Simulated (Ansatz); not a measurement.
`N=C(N)BCl` and `N=C(N)O` differ in one atom or group.

Ansatz, PBE0-D4/def2-TZVP geometries, multiplicity 1. Each molecule was computed in one conformer, which needn't be the lowest.

```
                                      property  `N=C(N)BCl`
             LUMO energy (PBE/def2-TZVPP) / eV        -3.27
             HOMO energy (PBE/def2-TZVPP) / eV        -5.89
         HOMO energy (ωB97M-V/def2-TZVPP) / eV        -9.37
            HOMO energy (PBE0/def2-TZVPP) / eV        -7.12
zero-point energy (PBE0-D4/def2-TZVP) / kJ/mol        164.7
         LUMO energy (ωB97M-V/def2-TZVPP) / eV        -0.32
```

Q: What does the change do to each property? (Estimate.)

A: Ansatz gave: 
| property | `N=C(N)O` | shift |
| --- | --- | --- |
| LUMO energy (PBE/def2-TZVPP) / eV | -0.25 | 3.02 |
| HOMO energy (PBE/def2-TZVPP) / eV | -5.68 | 0.21 |
| HOMO energy (ωB97M-V/def2-TZVPP) / eV | -9.35 | 0.02 |
| HOMO energy (PBE0/def2-TZVPP) / eV | -7.03 | 0.09 |
| zero-point energy (PBE0-D4/def2-TZVP) / kJ/mol | 166.9 | 2.2 |
| LUMO energy (ωB97M-V/def2-TZVPP) / eV | 2.04 | 2.36 |

With PBE0 the HOMO rises by 0.09 eV and the LUMO rises by 2.99 eV, so the gap widens by about 2.90 eV. PBE moves the HOMO by 0.21 eV and ωB97M-V by 0.02 eV. The zero-point energy changes by 2.2 kJ/mol with -3 modes.

Positive LUMOs are unbound, so they and the gaps depend on the basis.
